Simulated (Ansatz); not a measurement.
Crystal: Pb.

```
Pb
1.0
     0.00000    2.47502    2.47502
     2.47502    0.00000    2.47502
     2.47502    2.47502    0.00000
Pb
1
Direct
  0.00000 0.00000 0.00000
```

Base run:

| Quantity | Value |
| --- | --- |
| Program | Ansatz 0.2.0 |
| Functional | PBE |
| Potentials or basis | Ansatz PAW |
| Cutoff | 800 eV |
| Density cutoff | 3200 eV |
| k mesh | 9 × 9 × 9 |
| Occupations | fermi-dirac, width 0.05 eV |
| Spin | no spin polarisation |

Its results: band gap on the k mesh none (metal or under the smearing width); pressure 2.3 GPa.

Task: The run is repeated on the same cell with these changes: functional from PBE to revPBE; cutoff from 800 eV to 420 eV (not typed: the program's choice for these potentials). What comes out?

Result: Band gap on the k mesh none (metal or under the smearing width); pressure 3.4 GPa.

revPBE binds less tightly than PBE, so the same cell stands under more pressure.

Caveats: spin-orbit coupling is left out, which moves the levels of the heavy elements (some runs); the PAW data sets come from PBE, with cores solved anew for the run's functional, which leaves a small shift of forces and pressure (some runs).
